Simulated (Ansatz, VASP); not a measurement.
**Two plane-wave programs on Sn**

Contents of INCAR:

```
SYSTEM = Sn
PREC     = Accurate       ! precision mode
ENCUT    = 520            ! plane-wave cutoff, eV
EDIFF    = 1E-6           ! SCF threshold, eV
ISMEAR   = -1             ! smearing method
SIGMA    = 0.1            ! smearing width, eV
LREAL    = .False.        ! projectors in reciprocal space
LASPH    = .True.         ! aspherical terms in the spheres
NELM     = 80             ! most SCF steps
ALGO     = Normal         ! electronic algorithm
ISIF     = 2              ! what is computed and relaxed
LWAVE    = .False.        ! write WAVECAR
LCHARG   = .True.         ! write CHGCAR
GGA      = PE             ! functional
LELF     = .True.         ! ELF
LVHAR    = .True.       
NBANDS   = 28             ! bands
```

KPOINTS

```
regular mesh
0
Gamma
  7 7 9
  0 0 0
```

POSCAR

```
Sn
1.0
    5.3061518686      0.0000000000      0.0000000000
   -2.6530759343      4.5952623146      0.0000000000
    0.0000000000      0.0000000000      3.2595179501
Sn
3
Direct
    0.0000000000      0.0000000000      0.0000000000
    0.3333333333      0.6666666667      0.5000000000
    0.6666666667      0.3333333333      0.5000000000
```

Input for Ansatz:

```yaml
crystal:
  lattice:
    - [5.3061518686, 0.0, 0.0]
    - [-2.6530759343, 4.5952623146, 0.0]
    - [0.0, 0.0, 3.2595179501]
  atoms:
    - { symbol: Sn, position: [0.0, 0.0, 0.0] }
    - { symbol: Sn, position: [0.3333333333, 0.6666666667, 0.5] }
    - { symbol: Sn, position: [0.6666666667, 0.3333333333, 0.5] }
kpoints:
  mp_grid: { grid: [7, 7, 9] }
scf:
  occupations: { method: fermi_dirac, width: 0.1 }
hamiltonian:
  xc: pbe
  pseudopotentials: { kind: paw }
output:
  forces: true
  stress: true
  eigenvalues: true
  populations: true
  write_density: true
  write_potential: true
  elf: true
  volumetric_format: npy
```

Change from the starting cell: volume scaled by 0.95, PAW files.

Alike in both runs: task single point; functional PBE; k mesh 7 × 7 × 9; occupations fermi-dirac, width 0.1 eV; no spin polarisation.

```csv
,VASP,Ansatz
version,VASP 6.6.1,Ansatz 0.2.0
potentials or method,"VASP PAW PBE potentials, release 64 (Sn_d)","PAW with Ansatz's default frozen-core files, scalar-relativistic"
plane-wave cutoff (eV),520,420
valence electrons in the cell,42,42
```

```tsv
	VASP	Ansatz	Ansatz less VASP
pressure (GPa)	2.7	2.7	+0.05
```

With one functional, cell and mesh, what is left measures potentials, basis and numerics.
